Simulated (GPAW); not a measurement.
# CaSe: band structure with r2SCAN

**Experimental background.**

From a printed reference work, monograph, original work of 1988, for a bulk crystal of CaSe at 2 K: band gap 3.85 eV (indirect).

Crystal: CaSe.

```
Se Ca
1.0
     0.00000    2.95600    2.95600
     2.95600    0.00000    2.95600
     2.95600    2.95600    0.00000
Se Ca
1 1
Direct
  0.50000 0.50000 0.50000
  0.00000 0.00000 0.00000
```

| Item | Value |
| --- | --- |
| Program | GPAW 26.7.0 |
| Task | band structure |
| Functional | r2SCAN |
| Potentials or basis | GPAW PAW data sets (gpaw-data 1.2.1) |
| Cutoff | 600 eV |
| Basis | pw |
| k mesh | 8 × 8 × 8 |
| Occupations | fermi-dirac, width 0.05 eV |
| Spin | no spin polarisation |
| Maxiter | 150 |
| Band path | GXWKGLUWLK,UX |
| Band points | 100 |

| Item | Value |
| --- | --- |
| Pressure | 0.8 GPa |
| Band gap on the k mesh | 2.51 eV, indirect (least direct gap 3.46 eV) |
| Band gap along the path | 2.51 eV, indirect (least direct gap 3.46 eV) |

Levels at the corners of the path, in eV from the valence-band top:
| point | band 6 | band 7 | band 8 | band 9 | band 10 | band 11 |
| --- | --- | --- | --- | --- | --- | --- |
| Γ | 0.00 | 0.00 | 0.00 | 4.15 | 4.22 | 4.22 |
| X | -2.56 | -0.95 | -0.95 | 2.51 | 5.59 | 5.82 |
| W | -1.99 | -1.99 | -1.66 | 4.93 | 4.93 | 5.88 |
| K | -2.28 | -2.04 | -1.12 | 3.79 | 6.28 | 6.28 |
| Γ | 0.00 | 0.00 | 0.00 | 4.15 | 4.22 | 4.22 |
| L | -3.28 | -1.17 | -1.17 | 5.12 | 6.06 | 6.07 |
| U | -2.28 | -2.04 | -1.12 | 3.79 | 6.28 | 6.28 |
| W | -1.99 | -1.99 | -1.66 | 4.93 | 4.93 | 5.88 |
| L | -3.28 | -1.17 | -1.17 | 5.12 | 6.06 | 6.07 |
| K | -2.28 | -2.04 | -1.12 | 3.79 | 6.28 | 6.28 |
| U | -2.28 | -2.04 | -1.12 | 3.79 | 6.28 | 6.28 |
| X | -2.56 | -0.95 | -0.95 | 2.51 | 5.59 | 5.82 |

It took 3.3 min on 1 thread of Arm Neoverse V2, on a shared host, peak memory 0.36 GiB.

A measured gap of CaSe is 3.85 eV (indirect; 2 K; a printed reference work, monograph, original work of 1988); the calculated 2.51 eV misses it by -1.34 eV. Spin-orbit coupling on Se is left out. The value is that of r2SCAN, without temperature or zero-point motion.

Caveat: the PAW data sets were made with another functional, which shifts forces and pressure a little.
